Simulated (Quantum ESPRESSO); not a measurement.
Crystal: Pt.

```xyz
1
Lattice="0.0000 1.9609 1.9609 1.9609 0.0000 1.9609 1.9609 1.9609 0.0000" Properties=species:S:1:pos:R:3 pbc="T T T"
Pt    0.0000    0.0000    0.0000
```

Base run:

| Quantity | Value |
| --- | --- |
| Program | Quantum ESPRESSO 7.5 |
| Functional | PBE |
| Potentials or basis | PseudoDojo 0.4 FR PBE standard |
| Cutoff | 1143 eV |
| Density cutoff | 4572 eV |
| k mesh | 12 × 12 × 12 |
| Occupations | fermi-dirac, width 0.05 eV |
| Spin | spin-orbit coupling, no magnetisation |

Its results: band gap on the k mesh none (metal or under the smearing width); pressure 10.5 GPa.

Question: After a change of settings the same cell gave: band gap on the k mesh none (metal or under the smearing width); pressure -0.2 GPa. Which change was it?
A. potentials or basis from PseudoDojo 0.4 FR PBE standard to PseudoDojo 0.4.1 SR PBE standard; spin from spin-orbit coupling, no magnetisation to no spin polarisation
B. potentials or basis from PseudoDojo 0.4 FR PBE standard to SSSP 1.3 efficiency PBE; cutoff from 1143 eV to 748 eV; density cutoff from 4572 eV to 5987 eV; spin from spin-orbit coupling, no magnetisation to no spin polarisation; valence electrons from 18 to 16
C. functional from PBE to PBEsol; potentials or basis from PseudoDojo 0.4 FR PBE standard to PseudoDojo 0.4 FR PBEsol standard

Answer: C.

Not every run made on this cell is shown here.
